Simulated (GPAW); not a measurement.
Runs of GPAW 26.7.0 on CdSe. It takes space group F-43m (No. 216, cubic). The conventional cell has a = 6.141 Å, b = 6.141 Å, c = 6.141 Å, α = 90.00°, β = 90.00°, γ = 90.00°. Around Cd (site symmetry -43m) lie 4 Se at 2.66 Å. Se (site symmetry -43m) has 4 Cd at 2.66 Å as nearest neighbours. Measurements of this composition are mostly on another form, of space group No. 186.

```tsv
task	level	potentials or basis	spin	k mesh	cutoff (eV)	maxiter	band path	band points	spin axis theta (degrees)	spin axis phi (degrees)	mesh quality	gap on the mesh (eV)	pressure (GPa)	V0 of scaled cells (Å³/atom)	B0 (GPa)
single point	PBE0	GPAW PAW data sets (gpaw-data 1.2.1), pw	off	4 × 4 × 4	450	60	-	-	-	-	coarse	2.12	-	-	-
band structure	r4SCAN	GPAW PAW data sets (gpaw-data 1.2.1), pw	SOC, no magnetisation	6 × 6 × 6	600	150	GXWKGLUWLK,UX	60	0	0	not flagged	0.78	-0.7	-	-
equation of state	PW91	PAW data sets generated in the run's folder for this functional, pw	off	6 × 6 × 6	600	150	-	-	-	-	not flagged	-	-	(a)	46
equation of state	optB88-vdW	GPAW PAW data sets (gpaw-data 1.2.1), pw	off	6 × 6 × 6	600	150	-	-	-	-	not flagged	-	-	29.67	46
single point	TB-mBJ	GPAW PAW data sets for LDA (gpaw-data 1.2.1), pw	off	8 × 8 × 8	600	150	-	-	-	-	not flagged	1.87	-	-	-
single point	LDA	the program's PAW data sets (release 1.2.1) made for this functional, pw	off	6 × 6 × 6	500	120	-	-	-	-	not flagged	0.27	(b)	-	-
```

Alike in all rows: cell as given; smearing fermi-dirac 0.05 eV.

Estimate the missing entries.

(a) 29.49; (b) -3.7.

Caveats: some runs use coarse meshes; the PAW data sets were made with another functional, which shifts forces and pressure a little (some runs); exact exchange converges slowly with the k mesh, and this mesh is small (some runs); spin-orbit coupling was added after a scalar SCF, so levels and gaps hold it while energy, forces, pressure and moments don't (some runs); this program's spin-orbit splittings come out too wide for heavy elements (some runs); a model potential gives levels but no total energy (some runs); the cutoff is short for stress and forces, so pressures can be off by a GPa or more (some runs).

A k mesh can miss the band edges, and rows without SOC leave out spin-orbit coupling on Cd, Se.

Runs at the PBE level aren't shown here.
